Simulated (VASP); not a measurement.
Write the native input for VASP 6.6.1 that does the following.

* Task: relaxation of the atoms
* Functional: PBE
* Potentials or basis: VASP PAW PBE potentials, release 64 (Re)
* Cutoff: 520 eV
* k mesh: 7 × 7 × 1
* Occupations: fermi-dirac, width 0.05 eV
* Spin: no spin polarisation
* Dipole correction: yes
* Atoms held fixed (from 0): [0, 1, 2]
* Further INCAR settings: ALGO = Normal; EDIFF = 1e-06; IBRION = 2; EDIFFG = -0.005; NSW = 60

The structure of Re lies in POSCAR:

```
Re
1.0
    2.7930717857      0.0000000000      0.0000000000
    0.0000000000      2.7930717857      0.0000000000
    0.0000000000      0.0000000000     24.8750000000
Re
6
Selective dynamics
Direct
    0.5000000000      0.5000000000      0.3015075377  F F F
    0.0000000000      0.0000000000      0.3809045226  F F F
    0.5000000000      0.5000000000      0.4603015075  F F F
    0.0000000000      0.0000000000      0.5396984925  T T T
    0.5000000000      0.5000000000      0.6190954774  T T T
    0.0000000000      0.0000000000      0.6984924623  T T T
```

The slab is cut from a database's or a generator's crystal, which needn't be the stable form of the element.

One way to write it, as run:

INCAR

```
ALGO = Normal ; DIPOL = 0.5 0.5 0.500
EDIFF = 1E-6 ; EDIFFG = -0.005
ENCUT = 520 ; GGA = PE
IBRION = 2 ; IDIPOL = 3
ISIF = 2 ; ISMEAR = -1
LASPH = T ; LCHARG = F
LDIPOL = T ; LREAL = F
LWAVE = F ; NELM = 80
NSW = 60 ; PREC = Accurate
SIGMA = 0.05
```

KPOINTS

```
k-points
0
Gamma
  7 7 1
```

Potentials or basis: VASP PAW PBE potentials, release 64 (Re).

Launch:

```bash
$ cat potpaw_PBE.64/Re/POTCAR > POTCAR
$ mpirun -np 1 vasp_std > vasp.out
```

Results of the run:

```json
{
 "Energy gained by relaxing": "31.3 meV/atom",
 "Ionic steps": "24",
 "Band gap on the k mesh": "none (metal or under the smearing width)"
}
```

It took 13 min on 1 thread of Intel(R) Xeon(R) 6975P-C (Granite Rapids) (shared host), peak memory 0.34 GiB.
